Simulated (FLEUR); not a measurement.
# Si (Fd-3m) in FLEUR: a series of runs, part 2 of 2

FLEUR MaX-R8.1 (later development tree). The steps go on from the part before.

### 5 Equation of state, LDA (Moruzzi-Janak-Williams), 20.16 Å³/atom

inp.xml

```xml
<?xml version="1.0" encoding="UTF-8" standalone="no"?>
<fleurInput fleurInputVersion="0.39">
   <comment>
      Si                                                                                                  
   </comment>
   <calculationSetup>
      <cutoffs Kmax="4.9" Gmax="15.2" GmaxXC="15.2" numbands="0"/>
      <scfLoop itmax="60" minDistance="0.00001" maxIterBroyd="15" imix="Anderson" alpha="0.05" precondParam="0.0" spinf="2.0" sdNocoIR="T"/>
      <coreElectrons ctail="T" frcor="F" kcrel="0" coretail_lmax="0"/>
      <xcFunctional name="mjw" relativisticCorrections="F"/>
      <magnetism jspins="1"/>
      <soc l_soc="F" theta="0.0" phi="0.0" spav="F"/>
      <expertModes spex="0" secvar="F"/>
      <geometryOptimization l_f="F" forcealpha="1.0" forcemix="BFGS" epsdisp="0.00001" epsforce="0.00001"/>
      <ldaU l_linMix="F" mixParam="0.05" spinf="1.0"/>
   </calculationSetup>
   <cell>
      <bzIntegration valenceElectrons="24.0" mode="hist" fermiSmearingEnergy="0.00183747">
         <kPointListSelection listName="default-1"/>
         <!-- k-points included here -->
         <xi:include xmlns:xi="http://www.w3.org/2001/XInclude" href="kpts.xml"> </xi:include>
      </bzIntegration>
      <!-- symmetry operations included here -->
      <xi:include xmlns:xi="http://www.w3.org/2001/XInclude" href="sym.xml"> </xi:include>
      <bulkLattice scale="1.0000000000">
         <bravaisMatrix>
            <row-1>    0.0000000000000000     5.1435532944025564     5.1435532944025564</row-1>
            <row-2>    5.1435532944025564     0.0000000000000000     5.1435532944025564</row-2>
            <row-3>    5.1435532944025564     5.1435532944025564     0.0000000000000000</row-3>
         </bravaisMatrix>
      </bulkLattice>
   </cell>
   <atomSpecies>
      <species name="Silicon (Si)" element="Si" atomicNumber="14">
         <mtSphere radius="2.0" gridPoints="681" logIncrement="0.017"/>
         <atomicCutoffs lmax="8" lnonsphr="6"/>
         <electronConfig flipSpins="F">
            <coreConfig>(1s1/2)</coreConfig>
            <valenceConfig>(2s1/2) (2p1/2) (2p3/2) (3s1/2) (3p1/2) (3p3/2)</valenceConfig>
            <stateOccupation state="(3p1/2)" spinUp="0.333333" spinDown="0.333333"/>
            <stateOccupation state="(3p3/2)" spinUp="0.666667" spinDown="0.666667"/>
         </electronConfig>
         <energyParameters s="3" p="3" d="3" f="4"/>
         <lo type="SCLO" l="0" n="2" eDeriv="0"/>
         <lo type="SCLO" l="1" n="2" eDeriv="0"/>
         <lo type="SCLO" l="2" n="3" eDeriv="2"/>
         <lo type="SCLO" l="3" n="4" eDeriv="2"/>
      </species>
   </atomSpecies>
   <atomGroups>
      <atomGroup species="Silicon (Si)">
         <relPos label="                   1">3.000/8.000 3.000/8.000 3.000/8.000</relPos>
         <relPos label="                   2">-3.000/8.000 -3.000/8.000 -3.000/8.000</relPos>
         <force calculate="T" relaxXYZ="TTT"/>
      </atomGroup>
   </atomGroups>
   <output dos="F" band="F" slice="F">
      <checks vchk="F" cdinf="F"/>
      <bandDOS minEnergy="-.5*Htr" maxEnergy="0.5*Htr" sigma="0.015" storeEVData="T"/>
      <vacuumDOS vacdos="F" integ="F" star="F" nstars="0" locx1="0.0" locy1="0.0" locx2="0.0" locy2="0.0" nstm="0" tworkf="0.0"/>
      <unfoldingBand unfoldBand="F" supercellX="1" supercellY="1" supercellZ="1"/>
      <plotting iplot="0" polar="F">
         <plot TwoD="T" vec1="  1.0  0.0  0.0" vec2="  0.0  1.0  0.0" vec3="  0.0  0.0  1.0" zero="  0.0  0.0  0.0" file="plot"/>
      </plotting>
      <chargeDensitySlicing numkpt="0" minEigenval="0.0" maxEigenval="0.0" nnne="0" pallst="F"/>
      <specialOutput eonly="F"/>
      <moessbauerParams electricFieldGradient="T" isomerShift="T" coreHyperfine="T" valenceHyperfine="T"/>
      <magneticCircularDichroism mcd="F" energyLo="-10.0" energyUp="0.0"/>
   </output>
  <!-- We include the file relax.xml here to enable relaxations (see documentation) -->
  <xi:include xmlns:xi="http://www.w3.org/2001/XInclude" href="relax.xml"> <xi:fallback/> </xi:include>
</fleurInput>
```

The run is started by

```console
> inpgen -f crystal.txt -profile fastHighL
> # inp.xml edited to the form shown
> fleur_MPI
```

Wall time 26 s (1 thread of Arm Neoverse V2, shared host); peak memory 0.08 GiB.

Results (log left out):

```
Free energy                                           : -15730.3114 eV
Band gap on the k mesh                                : 0.52 eV, indirect (least direct gap 2.52 eV)
Valence electrons inside the program's atomic spheres : Si 9.78 (radii Si 2.0 bohr)
```

### 6 Equation of state, LDA (Moruzzi-Janak-Williams), 20.97 Å³/atom (volume scaled by 1.04)

inp.xml, as its differences from that of step 5:

```diff
@@ -24,3 +24,3 @@
       <xi:include xmlns:xi="http://www.w3.org/2001/XInclude" href="sym.xml"> </xi:include>
-      <bulkLattice scale="1.0000000000">
+      <bulkLattice scale="1.0131594038">
          <bravaisMatrix>
```

Potentials or basis: all-electron, FLAPW.

The run is started by

```console
> inpgen -f crystal.txt -profile fastHighL
> # inp.xml edited to the form shown
> fleur_MPI
```

It took 28 s on 1 thread of Arm Neoverse V2, shared host; peak memory 0.08 GiB.

The run converged. Its results:

| Quantity | Value |
| --- | --- |
| Free energy | -15730.2750 eV |
| Band gap on the k mesh | 0.58 eV, indirect (least direct gap 2.41 eV) |
| Valence electrons inside the program's atomic spheres | Si 9.75 (radii Si 2.0 bohr) |

### 7 Equation of state, LDA (Moruzzi-Janak-Williams), 21.37 Å³/atom (volume scaled by 1.06)

inp.xml, as its differences from that of step 6:

```diff
@@ -24,3 +24,3 @@
       <xi:include xmlns:xi="http://www.w3.org/2001/XInclude" href="sym.xml"> </xi:include>
-      <bulkLattice scale="1.0131594038">
+      <bulkLattice scale="1.0196128224">
          <bravaisMatrix>
```

The run is started by

```console
> inpgen -f crystal.txt -profile fastHighL
> # inp.xml edited to the form shown
> fleur_MPI
```

Run time: 29 s. Hardware: 1 thread of Arm Neoverse V2, shared host; peak memory 0.08 GiB.

It converged, with:

- Free energy: -15730.2457 eV
- Band gap on the k mesh: 0.61 eV, indirect (least direct gap 2.33 eV)
- Valence electrons inside the program's atomic spheres: Si 9.73 (radii Si 2.0 bohr)

### 8 Equation of state, LDA (Moruzzi-Janak-Williams)

Potentials or basis: all-electron, FLAPW.

This step only gathers the single runs of the series.

What came out:

* Equilibrium volume: 19.73 Å³/atom
* Bulk modulus: 96 GPa
* Pressure derivative of the bulk modulus: 4.3 (rough: it moves with the points fitted)

Energy against volume, from the lowest point:
```tsv
volume (Å³/atom)	energy (meV/atom)
18.955	7.68
19.358	0.00
20.165	0.51
20.971	18.73
21.375	33.38
```
